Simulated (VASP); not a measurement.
Runs of VASP 6.6.1 on Bi. It takes space group P6/mmm (No. 191, hexagonal). Conventional cell: a = 6.086 Å, b = 6.086 Å, c = 3.731 Å, α = 90.00°, β = 90.00°, γ = 120.00°. Bi (site symmetry 6/mmm) has 14 Bi at 3.73 to 3.98 Å as nearest neighbours. Bi (site symmetry -6m2) is surrounded by 11 Bi at 3.51 to 3.98 Å. The cell was built by a generator and needn't be a form met in nature.

```tsv
task	cell	k mesh	cutoff (eV)	mesh quality	gap on the mesh (eV)	pressure (GPa)	relaxed volume (Å³/atom)
relaxation of cell and atoms	relaxed	3 × 3 × 6	600	coarse	none	0.0	30.10
single point	P6/mmm, 30.08 Å³/atom	3 × 3 × 6	520	coarse	none	0.0	-
single point	P6/mmm, 30.36 Å³/atom	6 × 6 × 6	520	not flagged	none	-0.3	-
relaxation of cell and atoms	relaxed	6 × 6 × 6	600	not flagged	none	0.0	(a)
```

Alike in all rows: level PBEsol; potentials or basis VASP PAW PBE potentials, release 64 (Bi_d); no spin polarisation; smearing gaussian 0.1 eV.

Question: Fill in the values left out.

Answer: (a) 30.26.

Caveats: some runs use coarse meshes; the PAW data sets were made with another functional, which shifts forces and pressure a little; spin-orbit coupling is left out, which moves the levels of the heavy elements; the volume moved by over 15 % at a fixed basis, so the end points are rough (some runs).

A k mesh can miss the band edges, and the runs leave out spin-orbit coupling on Bi.

A gap of «none» marks a metal or a gap under the smearing width.
